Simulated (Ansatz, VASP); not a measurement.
# One calculation of KBr, two programs

```
K Br
1.0
     0.00000    3.12787    3.45713
     3.12787    0.00000    3.45713
     3.12787    3.12787    0.00000
K Br
1 1
Direct
  0.00000 0.00000 0.00000
  0.50000 0.50000 0.50000
```

Change from the starting cell: strain -0.050 along x and y, +0.050 along z, atoms carried along.

Alike in both runs: task single point; functional r2SCAN; k mesh 6 × 6 × 6; occupations gaussian, width 0.05 eV; no spin polarisation.

|  | VASP | Ansatz |
| --- | --- | --- |
| version | VASP 6.6.1 | Ansatz 0.2.0 |
| potentials or method | VASP PAW PBE potentials, release 64 (K_sv, Br) | scalar-relativistic, plane waves, PAW |
| plane-wave cutoff (eV) | 520 | 500 |
| valence electrons in the cell | 16 | 16 |

|  | VASP | Ansatz | Ansatz less VASP |
| --- | --- | --- | --- |
| gap on the k mesh at the Fermi level (eV) | 5.18 | 5.18 | -0.003 |
| least direct gap on the mesh (eV) | 5.18 | 5.18 | -0.003 |
| pressure (GPa) | 1.8 | 1.8 | -0.01 |
| largest component of the traceless stress (GPa) | 2.75 | 2.72 | -0.030 |

Caveats: the PAW data sets were made with another functional, which shifts forces and pressure a little (VASP).
